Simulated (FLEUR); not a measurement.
# TePb (Fm-3m) in FLEUR: a series of runs

Runs on TePb. Level: PBE. Tasks: band structure, equation of state.

Program: FLEUR MaX-R8.1 (later development tree). These are calculated values, not measurements. Logs are shortened: lines on timing, memory, paths and dates and some standing lists are left out, and cuts for length are marked.

**The experiment to reproduce.**

From a printed reference work, monograph, for a bulk crystal of TePb at 4.2 K: band gap 0.19 eV (direct).

How close the calculation comes is told below.

## 1. Starting point

It takes space group Fm-3m (No. 225, cubic). The conventional cell has a = 6.462 Å, b = 6.462 Å, c = 6.462 Å, α = 90.00°, β = 90.00°, γ = 90.00°. Pb (site symmetry m-3m) is surrounded by 6 Te at 3.23 Å. Te (site symmetry m-3m) is surrounded by 6 Pb at 3.23 Å.

## 2. Band structure, PBE

Contents of inp.xml:

```xml
<?xml version="1.0" encoding="UTF-8" standalone="no"?>
<fleurInput fleurInputVersion="0.39">
   <comment>
      TePb                                                                                                
   </comment>
   <calculationSetup>
      <cutoffs Kmax="3.5" Gmax="17.5" GmaxXC="17.5" numbands="0"/>
      <scfLoop itmax="60" minDistance="0.00001" maxIterBroyd="15" imix="Anderson" alpha="0.05" precondParam="0.0" spinf="2.0" sdNocoIR="T"/>
      <coreElectrons ctail="T" frcor="F" kcrel="0" coretail_lmax="0"/>
      <xcFunctional name="pbe" relativisticCorrections="F"/>
      <magnetism jspins="1"/>
      <soc l_soc="F" theta="0.0" phi="0.0" spav="F"/>
      <expertModes spex="0" secvar="F"/>
      <geometryOptimization l_f="F" forcealpha="1.0" forcemix="BFGS" epsdisp="0.00001" epsforce="0.00001"/>
      <ldaU l_linMix="F" mixParam="0.05" spinf="1.0"/>
   </calculationSetup>
   <cell>
      <bzIntegration valenceElectrons="42.0" mode="hist" fermiSmearingEnergy="0.00183747">
         <kPointListSelection listName="default-1"/>
         <!-- k-points included here -->
         <xi:include xmlns:xi="http://www.w3.org/2001/XInclude" href="kpts.xml"> </xi:include>
      </bzIntegration>
      <!-- symmetry operations included here -->
      <xi:include xmlns:xi="http://www.w3.org/2001/XInclude" href="sym.xml"> </xi:include>
      <bulkLattice scale="1.0">
         <bravaisMatrix>
[... 31 lines left out ...]
         </electronConfig>
         <energyParameters s="5" p="5" d="5" f="4"/>
         <lo type="SCLO" l="1" n="4" eDeriv="0"/>
         <lo type="SCLO" l="1" n="4" eDeriv="1"/>
         <lo type="SCLO" l="2" n="4" eDeriv="0"/>
         <lo type="SCLO" l="2" n="4" eDeriv="1"/>
         <lo type="SCLO" l="0" n="5" eDeriv="2"/>
         <lo type="SCLO" l="3" n="4" eDeriv="2"/>
      </species>
   </atomSpecies>
   <atomGroups>
      <atomGroup species="Lead (Pb)">
         <relPos label="                   1">.0000000000 .0000000000 .0000000000</relPos>
         <force calculate="T" relaxXYZ="TTT"/>
      </atomGroup>
      <atomGroup species="Tellurium (Te)">
         <relPos label="                   2">1.000/2.000 1.000/2.000 1.000/2.000</relPos>
         <force calculate="T" relaxXYZ="TTT"/>
      </atomGroup>
   </atomGroups>
   <output dos="F" band="F" slice="F">
      <checks vchk="F" cdinf="F"/>
      <bandDOS minEnergy="-.5*Htr" maxEnergy="0.5*Htr" sigma="0.015" storeEVData="T"/>
      <vacuumDOS vacdos="F" integ="F" star="F" nstars="0" locx1="0.0" locy1="0.0" locx2="0.0" locy2="0.0" nstm="0" tworkf="0.0"/>
      <unfoldingBand unfoldBand="F" supercellX="1" supercellY="1" supercellZ="1"/>
      <plotting iplot="0" polar="F">
         <plot TwoD="T" vec1="  1.0  0.0  0.0" vec2="  0.0  1.0  0.0" vec3="  0.0  0.0  1.0" zero="  0.0  0.0  0.0" file="plot"/>
      </plotting>
      <chargeDensitySlicing numkpt="0" minEigenval="0.0" maxEigenval="0.0" nnne="0" pallst="F"/>
      <specialOutput eonly="F"/>
      <moessbauerParams electricFieldGradient="T" isomerShift="T" coreHyperfine="T" valenceHyperfine="T"/>
      <magneticCircularDichroism mcd="F" energyLo="-10.0" energyUp="0.0"/>
   </output>
  <!-- We include the file relax.xml here to enable relaxations (see documentation) -->
  <xi:include xmlns:xi="http://www.w3.org/2001/XInclude" href="relax.xml"> <xi:fallback/> </xi:include>
</fleurInput>
```

Contents of crystal.txt:

```
TePb
&input cartesian=F /
0.0000000000  3.2310000000  3.2310000000
3.2310000000  0.0000000000  3.2310000000
3.2310000000  3.2310000000  0.0000000000
1.8897261246
1.0 1.0 1.0

2
82 0.0000000000  0.0000000000  0.0000000000
52 0.5000000000  0.5000000000  0.5000000000

&kpt div1=7 div2=7 div3=7 gamma=T /
```

Contents of inp.xml (bands):

```
<?xml version="1.0" encoding="UTF-8" standalone="no"?>
<fleurInput fleurInputVersion="0.39">
   <comment>
      TePb                                                                                                
   </comment>
   <calculationSetup>
      <cutoffs Kmax="3.5" Gmax="17.5" GmaxXC="17.5" numbands="0"/>
      <scfLoop itmax="60" minDistance="0.00001" maxIterBroyd="15" imix="Anderson" alpha="0.05" precondParam="0.0" spinf="2.0" sdNocoIR="T"/>
      <coreElectrons ctail="T" frcor="F" kcrel="0" coretail_lmax="0"/>
      <xcFunctional name="pbe" relativisticCorrections="F"/>
      <magnetism jspins="1"/>
      <soc l_soc="F" theta="0.0" phi="0.0" spav="F"/>
      <expertModes spex="0" secvar="F"/>
      <geometryOptimization l_f="F" forcealpha="1.0" forcemix="BFGS" epsdisp="0.00001" epsforce="0.00001"/>
      <ldaU l_linMix="F" mixParam="0.05" spinf="1.0"/>
   </calculationSetup>
   <cell>
      <bzIntegration valenceElectrons="42.0" mode="hist" fermiSmearingEnergy="0.00183747">
         <kPointListSelection listName="path-1"/>
         <!-- k-points included here -->
         <xi:include xmlns:xi="http://www.w3.org/2001/XInclude" href="kpts.xml"> </xi:include>
      </bzIntegration>
      <!-- symmetry operations included here -->
      <xi:include xmlns:xi="http://www.w3.org/2001/XInclude" href="sym.xml"> </xi:include>
      <bulkLattice scale="1.0">
[... 32 lines left out ...]
         </electronConfig>
         <energyParameters s="5" p="5" d="5" f="4"/>
         <lo type="SCLO" l="1" n="4" eDeriv="0"/>
         <lo type="SCLO" l="1" n="4" eDeriv="1"/>
         <lo type="SCLO" l="2" n="4" eDeriv="0"/>
         <lo type="SCLO" l="2" n="4" eDeriv="1"/>
         <lo type="SCLO" l="0" n="5" eDeriv="2"/>
         <lo type="SCLO" l="3" n="4" eDeriv="2"/>
      </species>
   </atomSpecies>
   <atomGroups>
      <atomGroup species="Lead (Pb)">
         <relPos label="                   1">.0000000000 .0000000000 .0000000000</relPos>
         <force calculate="T" relaxXYZ="TTT"/>
      </atomGroup>
      <atomGroup species="Tellurium (Te)">
         <relPos label="                   2">1.000/2.000 1.000/2.000 1.000/2.000</relPos>
         <force calculate="T" relaxXYZ="TTT"/>
      </atomGroup>
   </atomGroups>
   <output dos="F" band="T" slice="F">
      <checks vchk="F" cdinf="F"/>
      <bandDOS minEnergy="-.5*Htr" maxEnergy="0.5*Htr" sigma="0.015" storeEVData="T"/>
      <vacuumDOS vacdos="F" integ="F" star="F" nstars="0" locx1="0.0" locy1="0.0" locx2="0.0" locy2="0.0" nstm="0" tworkf="0.0"/>
      <unfoldingBand unfoldBand="F" supercellX="1" supercellY="1" supercellZ="1"/>
      <plotting iplot="0" polar="F">
         <plot TwoD="T" vec1="  1.0  0.0  0.0" vec2="  0.0  1.0  0.0" vec3="  0.0  0.0  1.0" zero="  0.0  0.0  0.0" file="plot"/>
      </plotting>
      <chargeDensitySlicing numkpt="0" minEigenval="0.0" maxEigenval="0.0" nnne="0" pallst="F"/>
      <specialOutput eonly="F"/>
      <moessbauerParams electricFieldGradient="T" isomerShift="T" coreHyperfine="T" valenceHyperfine="T"/>
      <magneticCircularDichroism mcd="F" energyLo="-10.0" energyUp="0.0"/>
   </output>
  <!-- We include the file relax.xml here to enable relaxations (see documentation) -->
  <xi:include xmlns:xi="http://www.w3.org/2001/XInclude" href="relax.xml"> <xi:fallback/> </xi:include>
</fleurInput>
```

Potentials or basis: all-electron, FLAPW.

Command:

```console
> inpgen -f crystal.txt -profile veryFastHighL
> # inp.xml edited to the form shown
> fleur_MPI
> fleur_MPI   # second run, on inp.xml (bands)
```

Log:

```text
Welcome to FLEUR        (www.flapw.de)
      MaX-Release 8.1          (www.max-centre.eu)

 ========== k-point set info ==========
 Selected k-point list: default-1
 k-point list type: mesh
 7 x 7 x 7
 Number of k points: 20

 ------------Calculation Setup---------------------------
 Number of MPI-tasks      :            1
 Number of PE/node        :            1
 Number of OMP-threads    :            1
 Most efficient MPI parallelization for:
           1           2           4           5          10          20
 Additional eigenvalue parallelization possible
 Number of basis functions:          422
 Approximate size of matrices (H+S) per k-point:         0.003 GB
 --------------------------------------------------------
 Iteration:     1   Distance:       8.27285878 me/bohr^3
 Iteration:     2   Distance:       7.75132558 me/bohr^3
 Iteration:     3   Distance:       3.18261247 me/bohr^3
 Iteration:     4   Distance:       0.97084967 me/bohr^3
 Iteration:     5   Distance:       0.68161420 me/bohr^3
 Iteration:     6   Distance:       0.07405495 me/bohr^3
 Iteration:     7   Distance:       0.05932183 me/bohr^3
 Iteration:     8   Distance:       0.01708433 me/bohr^3
 Iteration:     9   Distance:       0.00202656 me/bohr^3
 Iteration:    10   Distance:       0.00097618 me/bohr^3
 Iteration:    11   Distance:       0.00055424 me/bohr^3
 Iteration:    12   Distance:       0.00009826 me/bohr^3
 Iteration:    13   Distance:       0.00004131 me/bohr^3
 Iteration:    14   Distance:       0.00001135 me/bohr^3
 Iteration:    15   Distance:       0.00000112 me/bohr^3

 ********************************************************************
 Run finished successfully
 Stop message:
   all done
 ********************************************************************
```

output (bands):

```text
Welcome to FLEUR        (www.flapw.de)
      MaX-Release 8.1          (www.max-centre.eu)

 ========== k-point set info ==========
 Selected k-point list: path-1
 k-point list type: path
 Number of k points: 60

 ------------Calculation Setup---------------------------
 Number of MPI-tasks      :            1
 Number of PE/node        :            1
 Number of OMP-threads    :            1
 Most efficient MPI parallelization for:
           1           2           3           4           5           6          10          12          15          20          30          60
 Additional eigenvalue parallelization possible
 Number of basis functions:          427
 Approximate size of matrices (H+S) per k-point:         0.003 GB
 --------------------------------------------------------
 Fermi energy correction for insulators:
 No automatic correction of the Fermi energy has been performed.

 Note: Band structure data (together with different weights) is also stored in the banddos.hdf file.
       A convenient way of extracting and plotting the data from that file is by making use of the

 ********************************************************************
 Run finished successfully
 Stop message:
   Charge density postprocessing done.
 ********************************************************************
```

out.xml (last iteration):

```text
<iteration numberForCurrentRun="   15" overallNumber="   15">
         <energyParameters units="Htr">
            <atomicEP atomType="1" spin="1" branch="6s" branchLowest="-4.90" branchHighest="0.54" value="-0.0866327990"/>
            <atomicEP atomType="1" spin="1" branch="6p" branchLowest="-2.75" branchHighest="1.37" value="0.1969372764"/>
            <atomicEP atomType="1" spin="1" branch="5d" branchLowest="-14.35" branchHighest="-0.32" value="-0.3548648383"/>
            <atomicEP atomType="1" spin="1" branch="5f" branchLowest="-4.49" branchHighest="1.83" value="0.5367193013"/>
            <loAtomicEP atomType="1" spin="1" branch="5p" branchLowest="-23.28" branchHighest="-2.75" value="-2.8231776541"/>
            <loAtomicEP atomType="1" spin="1" branch="5p" branchLowest="-23.28" branchHighest="-2.75" value="-2.8231776541"/>
            <loAtomicEP atomType="1" spin="1" branch="6s" branchLowest="-4.90" branchHighest="0.54" value="-0.0866327990"/>
            <loAtomicEP atomType="1" spin="1" branch="5d" branchLowest="-14.35" branchHighest="-0.32" value="-0.3863884232"/>
            <loAtomicEP atomType="1" spin="1" branch="5f" branchLowest="-4.49" branchHighest="1.83" value="0.5367061856"/>
            <atomicEP atomType="2" spin="1" branch="5s" branchLowest="-5.61" branchHighest="0.30" value="-0.1704856163"/>
            <atomicEP atomType="2" spin="1" branch="5p" branchLowest="-3.78" branchHighest="0.93" value="0.1272847402"/>
            <atomicEP atomType="2" spin="1" branch="5d" branchLowest="-1.09" branchHighest="2.02" value="0.3739517891"/>
            <atomicEP atomType="2" spin="1" branch="4f" branchLowest="-9.99" branchHighest="1.53" value="0.5321563520"/>
            <loAtomicEP atomType="2" spin="1" branch="4p" branchLowest="-29.09" branchHighest="-3.78" value="-3.7872749450"/>
            <loAtomicEP atomType="2" spin="1" branch="4p" branchLowest="-29.09" branchHighest="-3.78" value="-3.7872749450"/>
            <loAtomicEP atomType="2" spin="1" branch="4d" branchLowest="-20.14" branchHighest="-1.09" value="-1.1023648709"/>
            <loAtomicEP atomType="2" spin="1" branch="4d" branchLowest="-20.14" branchHighest="-1.09" value="-1.1023648709"/>
            <loAtomicEP atomType="2" spin="1" branch="5s" branchLowest="-5.61" branchHighest="0.30" value="-0.1704856163"/>
            <loAtomicEP atomType="2" spin="1" branch="4f" branchLowest="-9.99" branchHighest="1.53" value="0.5321565282"/>
         </energyParameters>
         <eigenvalues>
            <eigenvaluesAt spin="1" ikpt="1" k_x="0.00000000" k_y="0.00000000" k_z="0.00000000">
                      -3.7757186616       -3.7757186616       -3.7757186616       -2.7582358680       -2.7582358680
                      -2.7582358680       -1.1055922672       -1.1055922672       -1.1053858950       -1.1053858950
                      -1.1053858950       -0.3902408527       -0.3902408527       -0.3899098700       -0.3899098700
                      -0.3899098700       -0.2180792933        0.0182374398        0.1741900070        0.1741900070
                       0.1741900070        0.3738227699        0.3738227699        0.3738227699        0.4376780906
                       0.4376780906        0.4376780906        0.4942069568        0.5033691162        0.5198955318
                       0.5198955318        0.8917257557        0.8917257557
            </eigenvaluesAt>
            <eigenvaluesAt spin="1" ikpt="2" k_x="0.00000000" k_y="0.00000000" k_z="0.14285714">
[... 75 lines left out ...]
               <shell n="1" l="0" isomerShift="2456519.40855"/>
               <shell n="2" l="0" isomerShift="379129.86882"/>
               <shell n="2" l="1" isomerShift="30103.48529"/>
               <shell n="3" l="0" isomerShift="87671.80921"/>
               <shell n="3" l="1" isomerShift="7816.60557"/>
               <shell n="4" l="0" isomerShift="22673.53254"/>
               <shell n="3" l="2" isomerShift="0.00328"/>
               <shell n="4" l="1" isomerShift="1997.27404"/>
               <shell n="4" l="2" isomerShift="0.00091"/>
               <shell n="4" l="3" isomerShift="0.00000"/>
               <shell n="5" l="0" isomerShift="4846.33849"/>
            </coreIsomerShift>
            <coreIsomerShift atomType="2" isTotal="232178.47859">
               <shell n="1" l="0" isomerShift="201660.30456"/>
               <shell n="2" l="0" isomerShift="24008.82393"/>
               <shell n="2" l="1" isomerShift="632.51232"/>
               <shell n="3" l="0" isomerShift="4745.16508"/>
               <shell n="3" l="1" isomerShift="135.56226"/>
               <shell n="4" l="0" isomerShift="996.11042"/>
               <shell n="3" l="2" isomerShift="0.00003"/>
            </coreIsomerShift>
            <isomerShift atomType="1" nucleusRadius="0.0001398" averageDensity="2991346.62435"/>
            <isomerShift atomType="2" nucleusRadius="0.0001189" averageDensity="232295.42608"/>
            <electricFieldGradient atomType="1" VXX="0.00000" VYY="0.00000" VZZ="0.00000" asymParam="0.00000">
            </electricFieldGradient>
            <electricFieldGradient atomType="2" VXX="0.00000" VYY="0.00000" VZZ="0.00000" asymParam="0.00000">
            </electricFieldGradient>
         </moessbauerParams>
         <totalEnergy                                    value="   -27725.1448950522" units="Htr">
            <sumOfEigenvalues                            value="   -17071.8553473822">
               <coreElectrons value="-17018.1435931112"/>
               <valenceElectrons value="-53.7117542710"/>
            </sumOfEigenvalues>
            <densityCoulombPotentialIntegral value="-47884.1973299029"/>
            <densityEffectivePotentialIntegral value="-48625.0139999439"/>
            <chargeDenXCDenIntegral value="-566.4798766338"/>
            <FockExchangeEnergyValence value="0.0000000000"/>
            <FockExchangeEnergyCore value="0.0000000000"/>
            <atomTypeDependentContributions atomType="1">
               <electronNucleiInteractionDifferentMTs value="26464.4185679460"/>
               <MadelungTerm value="-39.5915426941"/>
            </atomTypeDependentContributions>
            <atomTypeDependentContributions atomType="2">
               <electronNucleiInteractionDifferentMTs value="8241.6643905988"/>
               <MadelungTerm value="-24.0505047897"/>
            </atomTypeDependentContributions>
            <tkbTimesEntropy value="0.0000000000"/>
            <freeEnergy value="-27725.1448950522"/>
            <extrapolationTo0K value="-27725.1448950522"/>
         </totalEnergy>
         <densityConvergence units="me/bohr^3">
            <chargeDensity spin="1" distance="0.0000011184"/>
         </densityConvergence>
      </iteration>
```

Wall time 35 s (1 thread of Arm Neoverse V1, shared host); peak memory 0.09 GiB.

What came out:

```yaml
Free_energy: -754439.6265 eV
Band_gap_along_the_path: 0.73 eV, direct
Valence_electrons_inside_the_program's_atomic_spheres: Pb 17.93; Te 20.15 (radii Pb 2.66, Te 2.66 bohr)
```

Levels at the corners of the path, in eV from the Fermi level:
| point | band 19 | band 20 | band 21 | band 22 | band 23 | band 24 |
| --- | --- | --- | --- | --- | --- | --- |
| Γ | -1.25 | -1.25 | -1.25 | 4.18 | 4.18 | 4.18 |
| X | -4.40 | -2.70 | -2.70 | 3.40 | 5.58 | 5.58 |
| W | -3.69 | -3.69 | -0.26 | 1.78 | 5.33 | 5.33 |
| K | -4.02 | -2.20 | -1.98 | 3.68 | 3.89 | 5.24 |
| Γ | -1.25 | -1.25 | -1.25 | 4.18 | 4.18 | 4.18 |
| L | -0.79 | -0.79 | 0.11 | 0.84 | 1.38 | 1.38 |
| U | -4.02 | -2.20 | -1.98 | 3.68 | 3.89 | 5.24 |
| W | -3.69 | -3.69 | -0.26 | 1.78 | 5.33 | 5.33 |
| L | -0.79 | -0.79 | 0.11 | 0.84 | 1.38 | 1.38 |
| K | -4.02 | -2.20 | -1.98 | 3.68 | 3.89 | 5.24 |
| U | -4.02 | -2.20 | -1.98 | 3.68 | 3.89 | 5.24 |
| X | -4.40 | -2.70 | -2.70 | 3.40 | 5.58 | 5.58 |

Core levels (eV from the Fermi level):
```
atom                                                                                                                                                                                                                                                     levels
1 Pb  1s1/2 -87978.6, 2s1/2 -15718.6, 2p1/2 -15092.7, 2p3/2 -12902.7, 3s1/2 -3769.6, 3p1/2 -3487.7, 3p3/2 -2999.0, 4s1/2 -850.2, 3d3/2 -2536.5, 3d5/2 -2432.6, 4p1/2 -728.2, 4p3/2 -608.6, 4d3/2 -410.2, 4d5/2 -387.9, 4f5/2 -131.1, 4f7/2 -126.1, 5s1/2 -139.3
2 Te                                                                                                            1s1/2 -31602.1, 2s1/2 -4840.1, 2p1/2 -4534.4, 2p3/2 -4259.9, 3s1/2 -958.9, 3p1/2 -833.2, 3p3/2 -782.0, 4s1/2 -158.7, 3d3/2 -560.4, 3d5/2 -549.7
```

Caveat: this odd mesh misses L, where the gap lies, so gap, dielectric constants and Born charges aren't listed; spin-orbit coupling is left out, which moves the levels of the heavy elements.

## 3. Equation of state, PBE, 31.71 Å³/atom (volume scaled by 0.94)

Changes to inp.xml since step 2:

```diff
@@ -24,3 +24,3 @@
       <xi:include xmlns:xi="http://www.w3.org/2001/XInclude" href="sym.xml"> </xi:include>
-      <bulkLattice scale="1.0">
+      <bulkLattice scale="0.9795861087">
          <bravaisMatrix>
```

Potentials or basis: all-electron, FLAPW.

Command:

```console
> inpgen -f crystal.txt -profile veryFastHighL
> # inp.xml edited to the form shown
> fleur_MPI
```

Run time: 27 s. Hardware: 1 thread of Arm Neoverse V1, shared host; peak memory 0.1 GiB.

It converged, with:

```yaml
Free_energy: -754439.5315 eV
Valence_electrons_inside_the_program's_atomic_spheres: Pb 17.98; Te 20.18 (radii Pb 2.66, Te 2.66 bohr)
```

Caveat: this odd mesh misses L, where the gap lies, so gap, dielectric constants and Born charges aren't listed.

## 4. Equation of state, PBE, 32.38 Å³/atom (volume scaled by 0.96)

Changes to inp.xml since step 3:

```diff
@@ -24,3 +24,3 @@
       <xi:include xmlns:xi="http://www.w3.org/2001/XInclude" href="sym.xml"> </xi:include>
-      <bulkLattice scale="0.9795861087">
+      <bulkLattice scale="0.9864848297">
          <bravaisMatrix>
```

Command:

```console
> inpgen -f crystal.txt -profile veryFastHighL
> # inp.xml edited to the form shown
> fleur_MPI
```

It took 27 s on 1 thread of Arm Neoverse V1, shared host; peak memory 0.1 GiB.

Results (log left out):

| Quantity | Value |
| --- | --- |
| Free energy | -754439.5729 eV |
| Valence electrons inside the program's atomic spheres | Pb 17.96; Te 20.17 (radii Pb 2.66, Te 2.66 bohr) |

Caveat: this odd mesh misses L, where the gap lies, so gap, dielectric constants and Born charges aren't listed.

(Continued in part 2 of 2.)
